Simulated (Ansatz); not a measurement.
## BaTiO3, space group Amm2: a convergence test of the plane-wave cutoff, step by step

Program: Ansatz 0.2.0, Python API.

Run as a notebook:

In [1]:
```python
import ansatz as az
import pandas as pd
```

In [2]:
```python
lattice = az.Lattice.of(
    (3.9855, 0.0, 0.0),
    (0.0, 2.8369, 2.84515),
    (0.0, -2.8369, 2.84515),
)
sites = [
    ("Ba", (0.0, 0.0, 0.0)),
    ("Ti", (0.5, 0.5124, 0.5124)),
    ("O", (0.0, 0.4874, 0.4874)),
    ("O", (0.5, 0.50524, 0.99184)),
    ("O", (0.5, 0.99184, 0.50524)),
]
crystal = az.Crystal(lattice=lattice)
for symbol, position in sites:
    crystal = crystal.atom(symbol, position)
```

In [3]:
```python
job = (
    crystal.calculation()
    .functional(az.Functional.R2SCAN)
    .occupations(az.OccupationsMethod.FIXED)
    .kpoints(6, 6, 6)
    .band_table()
)
```

In [4]:
```python
rows = []
for value in [250, 350, 450, 550]:
    rep = job.basis(value).run(threads=1, backend="cpu").report
    rows.append((value, rep["free_energy_ev"] / len(rep["lattice"]["sites"]), rep["n_iterations"], rep["gap_by_band_count_ev"], rep["n_pw"]))
```
```text
DeckWarning: basis.ecutwfc = 250 eV is below the records' recommended 500 eV, and the density's cutoff is lower with it unless basis.ecutrho_ratio is high enough to keep the records' density cutoff: compare with a run at a higher cutoff
DeckWarning: basis.ecutwfc = 350 eV is below the records' recommended 500 eV, and the density's cutoff is lower with it unless basis.ecutrho_ratio is high enough to keep the records' density cutoff: compare with a run at a higher cutoff
DeckWarning: basis.ecutwfc = 450 eV is below the records' recommended 500 eV, and the density's cutoff is lower with it unless basis.ecutrho_ratio is high enough to keep the records' density cutoff: compare with a run at a higher cutoff
```

In [5]:
```python
table = pd.DataFrame(rows, columns=["cutoff (eV)", "F/atom (eV)", "iterations", "gap by band count (eV)", "plane waves"])
table.round(5)
```
Out [5]:
```text
   cutoff (eV)  F/atom (eV)  iterations  gap by band count (eV)  plane waves
0          250  -2035.53149           9                 2.29609          587
1          350  -2036.71067           9                 2.26295          941
2          450  -2036.75820           8                 2.26253         1361
3          550  -2036.75995           8                 2.26215         1875
```

In [6]:
```python
# differences from the last row
for row in rows[:-1]:
    shift = 1000 * (row[1] - rows[-1][1])
    print(f"{row[0]}: {shift:+.2f} meV/atom" + ("  (within 2 meV)" if abs(shift) < 2 else ""))
```
```text
250: +1228.46 meV/atom
350: +49.28 meV/atom
450: +1.76 meV/atom  (within 2 meV)
```

From 450 eV on it stays within 2 meV an atom of the value at 550 eV; the first row (250 eV) is off by 1228.5 meV and the last but one by 1.76 meV. The energy falls steadily, as expected when plane waves are added. The last run costs about 3.1 times the first.

Caveats:
- No spin polarisation was allowed.
- Semilocal gaps usually lie well under measured ones.
- The starting cell is as deposited in a crystallographic database; the results hold for this polymorph, which needn't be the stable one.
- Gaps and levels are Kohn-Sham values on a finite set of k-points, without spin-orbit coupling.
- Warnings are shown shortened and without file and line.
- Shifts are counted from the last row, which is itself no proven limit.
- The whole script took 50 s on 1 thread of Intel(R) Xeon(R) Processor @ 2.30GHz, on a shared host, peak memory 0.72 GiB.
